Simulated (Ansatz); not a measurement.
# A series in volume per atom on Ba

All results are calculated (Ansatz 0.2.0). Periodic Kohn-Sham DFT of a crystal at fixed atoms; pressure and stress are positive in compression; the energy is the free energy less that of spherical unpolarised free atoms; site moments are those in the method's own spheres, positive along +z.

Cell of the first row (space group Im-3m, No. 229):
```
CELL_PARAMETERS angstrom
-2.46620 2.46620 2.46620
2.46620 -2.46620 2.46620
2.46620 2.46620 -2.46620
ATOMIC_POSITIONS crystal
Ba 0.00000 0.00000 0.00000
```

Settings of every row: method all-electron LAPW; functional PBE; relativity scalar; k mesh 10x10x10; filling fermi-dirac; smearing width 0.05 eV; basis error target 0.5 meV/atom; nucleus gaussian.

Atom start moment: 0 on all atoms.

Limits: no spin-orbit coupling on heavy atoms.

```csv
row,volume per atom (Å³),pressure (GPa),energy less free atoms (eV/atom)
1,60,0.503,-1.8831
2,61.25,?,?
3,62.5,0.11,-1.8878
4,63.75,-0.064,-1.888
5,65,-0.225,-1.8868
```

Question: what pressure and energy less free atoms should row 2 give?

Worked fit of pressure. Take u = (V_r/V)^(2/3) − 1 with V_r = 63.125 Å³ an atom, which is twice the finite (Eulerian) strain; such expansions in the strain, on which the Birch-Murnaghan equation of state is built, carry the rest volume and the bulk modulus. The shown rows have u = 0.03443, 0.00666, -0.00655, -0.01932. Least squares give pressure = 0.0212 + 13.191 × u + 23.26 × u² GPa; a straight line predicts inner rows, each left out in turn, worse (root mean square 0.01 against 0.00034 GPa). All shown rows lie on it to the printed digit. The pressure vanishes at u = -0.0016, or V = 63.28 Å³ an atom, and there the bulk modulus at fixed shape and fractions is B = −V dP/dV = (2/3)(1 + u) dP/du = 8.73 GPa. The withheld row has u = 0.02031, so the fit gives 0.0212 + 13.191 × (0.02031) + 23.26 × (0.02031)² = 0.299 GPa.

The calculation gave 0.299 GPa. The fit meets it to the printed digit.

Worked fit of energy less free atoms. Take u = (V_r/V)^(2/3) − 1 with V_r = 63.125 Å³ an atom, which is twice the finite (Eulerian) strain; such expansions in the strain, on which the Birch-Murnaghan equation of state is built, carry the rest volume and the bulk modulus. The shown rows have u = 0.03443, 0.00666, -0.00655, -0.01932. Least squares give energy less free atoms = −1.88807 + 0.0103 × u + 3.892 × u² eV/atom; a straight line predicts inner rows, each left out in turn, worse (root mean square 0.0017 against 6.8e-05 eV/atom). All shown rows lie on it to the printed digit. Its lowest point lies at u = -0.0013, or V = 63.25 Å³ an atom, and the curvature there gives the bulk modulus at fixed shape and fractions, B = (4/9)(1 + u)² E″(u)/V = 8.74 GPa. The withheld row has u = 0.02031, so the fit gives −1.88807 + 0.0103 × (0.02031) + 3.892 × (0.02031)² = -1.8863 eV/atom.

The calculation gave -1.8862 eV/atom. The fit lies 0.0001 eV/atom (2 % of the column's range) below it, one unit of the last digit.
